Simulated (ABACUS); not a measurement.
ZnS under changes of volume

One of the cells (19.727 Å³/atom); the others are scaled copies at fixed shape and fractional positions:

```
Zn S
1.0
     0.00000    2.70200    2.70200
     2.70200    0.00000    2.70200
     2.70200    2.70200    0.00000
Zn S
1 1
Direct
  0.75000 0.75000 0.75000
  0.00000 0.00000 0.00000
```

- Program: ABACUS 3.10.1
- Functional: PBEsol
- Potentials or basis: PseudoDojo NC SR 0.4.1 PBEsol standard
- Cutoff: 1143 eV
- Density cutoff: 4572 eV
- Basis: plane waves
- k mesh: 9 × 9 × 9
- Occupations: fermi-dirac, width 0.05 eV
- Spin: no spin polarisation

| volume (Å³/atom) | energy over the lowest point (meV/atom) | pressure (GPa) | gap on the mesh (eV) |
| --- | --- | --- | --- |
| 18.543 | 5.58 | 2.9 | 2.24 |
| 18.938 | 0.64 | 1.1 | 2.15 |
| 19.332 | 0.00 | -0.6 | 2.06 |
| 19.727 | 3.20 | -2.0 | 1.98 |
| 20.121 | 9.84 | -3.3 | 1.89 |
| 20.516 | 19.56 | -4.5 | 1.81 |
| 20.910 | ? | ? | ? |

Q: What does the run at 20.910 Å³/atom give?

A: Energy over the lowest point 32.01 meV/atom; pressure -5.6 GPa; gap on the mesh 1.73 eV.

Worked out: A Birch-Murnaghan fit of order 3 (a polynomial in V^(-2/3)) to the other rows has its minimum at 19.20 Å³/atom with B0 = V·E''(V) = 79 GPa and B' = 4.4. It gives 32.01 meV/atom at 20.910 Å³/atom, against the run's 32.01, and -dE/dV = -5.6 GPa, against -5.6. A straight line through the other rows of the gap, of slope -4.25 eV per unit of ln V (its deformation potential), extrapolates to 1.73 eV, against the run's 1.73.

Energies are extrapolated to zero smearing.
